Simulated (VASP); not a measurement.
# BN in VASP: how settings move the r2SCAN single point

Aim: see what changed inputs do to the r2SCAN single point of zincblende BN, under -3.0 % biaxial strain in the (111) plane, free along [111].

The runs shown are made with VASP 6.6.1. PAW datasets, plane waves. (Simulation; spin polarisation is off.)

## (1) The structure to begin with

The cell comes from an earlier relaxation with r2SCAN in another program, then strained, with the atoms relaxed again.

It is trigonal, R3m (No. 160); conventional cell a = 2.476 Å, c = 6.282 Å, 5.56 Å³ an atom. Around B lie 4 N at 1.52–1.57 Å; around N lie 4 B at 1.52–1.57 Å.

As a file:

```xyz
2
Lattice="0.0419 1.7926 1.7926 1.7926 0.0419 1.7926 1.7926 1.7926 0.0419" Properties=species:S:1:pos:R:3 pbc="T T T"
B     0.0010    0.0010    0.0010
N     0.9058    0.9058    0.9058
```

## (2) Baseline

The input, INCAR:

```
ENCUT = 520.000000
SIGMA = 0.010000
EDIFF = 1.00e-07
ALGO = Normal
METAGGA = R2SCAN
PREC = Accurate
IBRION = -1
ISIF = 2
ISMEAR = 0
NBANDS = 11
NELM = 120
NSW = 0
LASPH = .TRUE.
LCHARG = .FALSE.
LWAVE = .FALSE.
LREAL = .FALSE.
```

The input, KPOINTS:

```
KPOINTS created by Atomic Simulation Environment
0
Gamma
12 12 12
0 0 0
```

The input, POSCAR:

```
B  N
 1.0000000000000000
     0.0418970831000000    1.7925777840999999    1.7925777840999999
     1.7925777840999999    0.0418970831000000    1.7925777840999999
     1.7925777840999999    1.7925777840999999    0.0418970831000000
 B   N
   1   1
Cartesian
  0.0009819561621056  0.0009819561621056  0.0009819561621056
  0.9057812066628944  0.9057812066628944  0.9057812066628945
```

A file KPOINTS_OPT adds named points for the levels; it doesn't enter the self-consistent loop.

Potentials: the recommended PBE PAW datasets, 8 valence electrons.

Launch:

```bash
> mpirun -np 1 vasp_std
```

The closing lines of the self-consistent loop in OSZICAR:

```text
DAV:  11    -0.190875844316E+02    0.54149E-06   -0.36741E-05  4689   0.453E-02    0.877E-03
DAV:  12    -0.190875850096E+02   -0.57794E-06   -0.17849E-06  4617   0.114E-02    0.156E-03
DAV:  13    -0.190875849844E+02    0.25123E-07   -0.13402E-07  2387   0.276E-03
   1 F= -.19087585E+02 E0= -.19087585E+02  d E =-.115407E-49
```

Wall time 75 s (1 MPI rank of Intel Xeon Platinum 8488C, shared host); peak memory 0.15 GiB.

Values of the reference: energy (σ→0) -19.0876 eV, pressure 26.29 GPa, gap on the mesh 4.93 eV.

## (3) Try 1

INCAR is that of step 2.

The input, KPOINTS:

```
KPOINTS created by Atomic Simulation Environment
0
Gamma
8 8 8
0 0 0
```

POSCAR is that of step 2.

Launch:

```bash
> mpirun -np 1 vasp_std
```

Printed to the terminal (iteration lines stand in OSZICAR):

```text
POSCAR found type information on POSCAR B N
 POSCAR found :  2 types and       2 ions
 -----------------------------------------------------------------------------
|                                                                             |
|                                                                             |
|     You enforced a specific xc type in the INCAR file but a different       |
|     I HOPE YOU KNOW WHAT YOU ARE DOING!                                     |
|                                                                             |
 -----------------------------------------------------------------------------

 LDA part: xc-table for (None), standard interpolation
 POSCAR, INCAR and KPOINTS ok, starting setup
 FFT: planning ... GRIDC
 FFT: planning ... GRID_SOFT
 FFT: planning ... GRID
 WAVECAR not read
 entering main loop
```

OSZICAR:

```text
N       E                     dE             d eps       ncg     rms          rms(c)
DAV:   1     0.778895687967E+01    0.77890E+01   -0.51562E+03  1486   0.748E+02
DAV:   2    -0.218826481692E+02   -0.29672E+02   -0.28545E+02  1711   0.172E+02
DAV:   3    -0.224009087887E+02   -0.51826E+00   -0.51748E+00  1712   0.191E+01
DAV:   4    -0.224014894093E+02   -0.58062E-03   -0.58061E-03  1517   0.721E-01
DAV:   5    -0.224014898909E+02   -0.48159E-06   -0.48158E-06  1682   0.208E-02    0.699E+00
DAV:   6    -0.191047888790E+02    0.32967E+01   -0.18270E+00  1433   0.813E+00    0.383E+00
DAV:   7    -0.190896752955E+02    0.15114E-01   -0.31958E-01  1522   0.418E+00    0.191E+00
DAV:   8    -0.190879795113E+02    0.16958E-02   -0.47765E-02  1562   0.144E+00    0.186E-01
DAV:   9    -0.190873181542E+02    0.66136E-03   -0.64055E-03  1646   0.559E-01    0.101E-01
DAV:  10    -0.190873303582E+02   -0.12204E-04   -0.39742E-04  1562   0.161E-01    0.334E-02
DAV:  11    -0.190873298146E+02    0.54358E-06   -0.36671E-05  1610   0.452E-02    0.878E-03
DAV:  12    -0.190873303897E+02   -0.57516E-06   -0.17818E-06  1592   0.114E-02    0.157E-03
DAV:  13    -0.190873303662E+02    0.23510E-07   -0.13342E-07   838   0.275E-03
   1 F= -.19087330E+02 E0= -.19087330E+02  d E =-.230252E-29
```

Parts of OUTCAR:

```text
k-points           NKPTS =     65   k-points in BZ     NKDIM =     65   number of bands    NBANDS=     11

   NELECT =       8.0000    total number of electrons

   dimension x,y,z NGX =    20 NGY =   20 NGZ =   20
   dimension x,y,z NGXF=    40 NGYF=   40 NGZF=   40

  energy-cutoff  :      520.00
  volume of cell :       11.12
      direct lattice vectors                 reciprocal lattice vectors
     0.041897083  1.792577784  1.792577784    -0.288902275  0.282304113  0.282304113
     1.792577784  0.041897083  1.792577784     0.282304113 -0.288902275  0.282304113
     1.792577784  1.792577784  0.041897083     0.282304113  0.282304113 -0.288902275

 k-points in reciprocal lattice and weights: KPOINTS created by Atomic Simulation Env
   0.00000000  0.00000000  0.00000000       0.002
   0.12500000 -0.00000000 -0.00000000       0.012
   0.25000000 -0.00000000 -0.00000000       0.012
   0.37500000  0.00000000 -0.00000000       0.012
   0.50000000 -0.00000000 -0.00000000       0.006
   0.12500000  0.12500000 -0.00000000       0.012
   0.25000000  0.12500000 -0.00000000       0.023
   0.37500000  0.12500000 -0.00000000       0.023
[... 57 more k-points ...]

 E-fermi :   8.1671

 k-point     1 :       0.0000    0.0000    0.0000
  band No.  band energies     occupation
      1     -14.0086      2.00000
      2       7.8332      2.00000
      3       8.0913      2.00000
      4       8.0913      2.00000
      5      16.9484      0.00000
      6      18.1618      0.00000
      7      18.1618      0.00000
      8      20.3967      0.00000
      9      35.3438      0.00000
     10      37.5326      0.00000
     11      37.5326      0.00000

 k-point     2 :       0.1250   -0.0000   -0.0000
  band No.  band energies     occupation
      1     -13.5895      2.00000
      2       6.0632      2.00000
      3       7.4446      2.00000
      4       7.6374      2.00000
      5      17.5277      0.00000
      6      18.6482      0.00000
      7      18.8104      0.00000
      8      21.6188      0.00000
      9      33.8278      0.00000
     10      34.5139      0.00000
     11      34.7263      0.00000

 k-point     3 :       0.2500   -0.0000   -0.0000
  band No.  band energies     occupation
      1     -12.3706      2.00000
      2       2.1460      2.00000
      3       6.6322      2.00000
      4       6.7474      2.00000
      5      18.4287      0.00000
      6      19.4125      0.00000
      7      19.8192      0.00000
      8      23.6299      0.00000
      9      32.5167      0.00000
     10      33.6311      0.00000
     11      33.6930      0.00000

 k-point     4 :       0.3750    0.0000   -0.0000
  band No.  band energies     occupation
      1     -10.5609      2.00000
      2      -1.6583      2.00000
      3       5.9990      2.00000
      4       6.0381      2.00000
      5      18.8869      0.00000
      6      19.7747      0.00000
      7      20.0930      0.00000
      8      24.7603      0.00000
      9      33.2449      0.00000
     10      34.6445      0.00000
     11      35.7536      0.00000

[... the tables of k-points 5 to 65 left out ...]

  Total        1.8244024      1.8244024      1.8244024     -0.8702701     -0.8702701     -0.8702701
  in kB      262.9441243    262.9441243    262.9441243   -125.4286951   -125.4286951   -125.4286951
  external PRESSURE =     262.9441243 kB  Pullay stress =       0.0000000 kB

 POSITION                                       TOTAL-FORCE (eV/Angst)
 -----------------------------------------------------------------------------------
      0.00098      0.00098      0.00098         0.004972      0.004972      0.004972
      0.90578      0.90578      0.90578        -0.004972     -0.004972     -0.004972
 -----------------------------------------------------------------------------------
    total drift:                                0.000093      0.000093      0.000093

  FREE ENERGIE OF THE ION-ELECTRON SYSTEM (eV)
  ---------------------------------------------------
  free  energy   TOTEN  =       -19.0873303662 eV

  energy  without entropy=      -19.0873303662  energy(sigma->0) =      -19.08733037
```

Wall time 29 s (1 MPI rank of Intel Xeon Platinum 8488C, shared host); peak memory 0.13 GiB.

Changed: mesh 8×8×8. The run ends normally. Against the reference the energy moves by +0.1 meV/atom.

## (4) Try 2

The input, INCAR:

```
ENCUT = 520.000000
EDIFF = 1.00e-07
ALGO = Normal
METAGGA = R2SCAN
PREC = Accurate
IBRION = -1
ISIF = 2
NBANDS = 11
NELM = 120
NSW = 0
LASPH = .TRUE.
LCHARG = .FALSE.
LWAVE = .FALSE.
LREAL = .FALSE.
ISMEAR = 2
SIGMA = 0.005
ISYM = -1
```

The input, KPOINTS:

```
KPOINTS created by Atomic Simulation Environment
0
Gamma
4 4 4
0 0 0
```

POSCAR is that of step 2.

Launch:

```bash
> mpirun -np 1 vasp_std
```

Printed to the terminal (iteration lines stand in OSZICAR):

```text
POSCAR found type information on POSCAR B N
 POSCAR found :  2 types and       2 ions
 -----------------------------------------------------------------------------
|                                                                             |
|                                                                             |
|     You enforced a specific xc type in the INCAR file but a different       |
|     I HOPE YOU KNOW WHAT YOU ARE DOING!                                     |
|                                                                             |
 -----------------------------------------------------------------------------

 LDA part: xc-table for (None), standard interpolation
 POSCAR, INCAR and KPOINTS ok, starting setup
 FFT: planning ... GRIDC
 FFT: planning ... GRID_SOFT
 FFT: planning ... GRID
 WAVECAR not read
 entering main loop
```

OSZICAR:

```text
N       E                     dE             d eps       ncg     rms          rms(c)
DAV:   1     0.757424976001E+01    0.75742E+01   -0.51055E+03  1456   0.738E+02
DAV:   2    -0.218619475792E+02   -0.29436E+02   -0.28189E+02  1647   0.174E+02
DAV:   3    -0.223457060299E+02   -0.48376E+00   -0.48317E+00  1672   0.192E+01
DAV:   4    -0.223462253637E+02   -0.51933E-03   -0.51932E-03  1510   0.712E-01
DAV:   5    -0.223462258470E+02   -0.48337E-06   -0.48335E-06  1621   0.211E-02    0.705E+00
DAV:   6    -0.190278283098E+02    0.33184E+01   -0.18549E+00  1411   0.826E+00    0.385E+00
DAV:   7    -0.190116678395E+02    0.16160E-01   -0.33111E-01  1474   0.427E+00    0.193E+00
DAV:   8    -0.190099693634E+02    0.16985E-02   -0.49007E-02  1513   0.146E+00    0.188E-01
DAV:   9    -0.190093066645E+02    0.66270E-03   -0.65664E-03  1540   0.568E-01    0.105E-01
DAV:  10    -0.190093141311E+02   -0.74667E-05   -0.42676E-04  1531   0.166E-01    0.339E-02
DAV:  11    -0.190093135290E+02    0.60210E-06   -0.38236E-05  1582   0.467E-02    0.874E-03
DAV:  12    -0.190093141407E+02   -0.61164E-06   -0.16786E-06  1579   0.114E-02    0.158E-03
DAV:  13    -0.190093141171E+02    0.23607E-07   -0.14570E-07   827   0.284E-03
   1 F= -.19009314E+02 E0= -.19009314E+02  d E =-.833790E-54
```

OUTCAR, selected sections:

```text
k-points           NKPTS =     64   k-points in BZ     NKDIM =     64   number of bands    NBANDS=     11

   NELECT =       8.0000    total number of electrons

   dimension x,y,z NGX =    20 NGY =   20 NGZ =   20
   dimension x,y,z NGXF=    40 NGYF=   40 NGZF=   40

  energy-cutoff  :      520.00
  volume of cell :       11.12
      direct lattice vectors                 reciprocal lattice vectors
     0.041897083  1.792577784  1.792577784    -0.288902275  0.282304113  0.282304113
     1.792577784  0.041897083  1.792577784     0.282304113 -0.288902275  0.282304113
     1.792577784  1.792577784  0.041897083     0.282304113  0.282304113 -0.288902275

 k-points in reciprocal lattice and weights: KPOINTS created by Atomic Simulation Env
   0.00000000  0.00000000  0.00000000       0.016
   0.25000000 -0.00000000 -0.00000000       0.016
   0.50000000 -0.00000000 -0.00000000       0.016
  -0.25000000  0.00000000  0.00000000       0.016
  -0.00000000  0.25000000 -0.00000000       0.016
   0.25000000  0.25000000 -0.00000000       0.016
   0.50000000  0.25000000 -0.00000000       0.016
  -0.25000000  0.25000000  0.00000000       0.016
[... 56 more k-points ...]

 E-fermi :   8.1802

 k-point     1 :       0.0000    0.0000    0.0000
  band No.  band energies     occupation
      1     -13.9855      2.00000
      2       7.8659      2.00000
      3       8.1245      2.00000
      4       8.1245      2.00000
      5      16.9596      0.00000
      6      18.1712      0.00000
      7      18.1712      0.00000
      8      20.4226      0.00000
      9      35.3416      0.00000
     10      37.5374      0.00000
     11      37.5374      0.00000

 k-point     2 :       0.2500   -0.0000   -0.0000
  band No.  band energies     occupation
      1     -12.3468      2.00000
      2       2.1709      2.00000
      3       6.6619      2.00000
      4       6.7775      2.00000
      5      18.4440      0.00000
      6      19.4270      0.00000
      7      19.8312      0.00000
      8      23.6567      0.00000
      9      32.5196      0.00000
     10      33.6347      0.00000
     11      33.6948      0.00000

 k-point     3 :       0.5000   -0.0000   -0.0000
  band No.  band energies     occupation
      1      -9.2749      2.00000
      2      -3.6076      2.00000
      3       5.8005      2.00000
      4       5.8091      2.00000
      5      18.9825      0.00000
      6      19.8448      0.00000
      7      20.0496      0.00000
      8      25.1008      0.00000
      9      33.6794      0.00000
     10      36.5594      0.00000
     11      37.9862      0.00000

 k-point     4 :      -0.2500    0.0000    0.0000
  band No.  band energies     occupation
      1     -12.3468      2.00000
      2       2.1709      2.00000
      3       6.6619      2.00000
      4       6.7775      2.00000
      5      18.4440      0.00000
      6      19.4270      0.00000
      7      19.8312      0.00000
      8      23.6567      0.00000
      9      32.5196      0.00000
     10      33.6347      0.00000
     11      33.6948      0.00000

[... the tables of k-points 5 to 64 left out ...]

  Total        1.8793213      1.8793204      1.8793208     -0.8638835     -0.8638823     -0.8638814
  in kB      270.8593666    270.8592474    270.8592950   -124.5082177   -124.5080468   -124.5079091
  external PRESSURE =     270.8593030 kB  Pullay stress =       0.0000000 kB

 POSITION                                       TOTAL-FORCE (eV/Angst)
 -----------------------------------------------------------------------------------
      0.00098      0.00098      0.00098        -0.002958     -0.002958     -0.002959
      0.90578      0.90578      0.90578         0.002958      0.002958      0.002959
 -----------------------------------------------------------------------------------
    total drift:                                0.000086      0.000085      0.000090

  FREE ENERGIE OF THE ION-ELECTRON SYSTEM (eV)
  ---------------------------------------------------
  free  energy   TOTEN  =       -19.0093141171 eV

  energy  without entropy=      -19.0093141171  energy(sigma->0) =      -19.00931412
```

Wall time 28 s (1 MPI rank of Intel Xeon Platinum 8488C, shared host); peak memory 0.13 GiB.

Changed: ISMEAR = 2, SIGMA = 0.005, ISYM = -1, mesh 4×4×4. VASP runs to the end. Against the reference the energy moves by +39.1 meV/atom; the pressure goes from 26.3 to 27.1 GPa, the gap on the mesh goes from 4.93 to 4.90 eV. These settings are too coarse to quote the result as the crystal's.

## (5) Side by side

| run | changed | ending | energy change (meV/atom) | pressure (GPa) | gap on the mesh (eV; negative: overlap) | electronic steps | time | usable |
| --- | --- | --- | --- | --- | --- | --- | --- | --- |
| ref. | – | converged | 0 | 26.3 | 4.93 | 13 | 75 s | yes |
| 1 | mesh 8×8×8 | converged | 0.1 | 26.3 | 4.93 | 13 | 29 s | yes |
| 2 | ISMEAR = 2, SIGMA = 0.005, ISYM = -1, mesh 4×4×4 | converged | 39.1 | 27.1 | 4.90 | 13 | 28 s | no |

Of 2 altered inputs, 1 ended normally on a faulty or unsound input, 1 gave usable results. «mesh 8×8×8» moves the energy by 0.1 meV/atom.
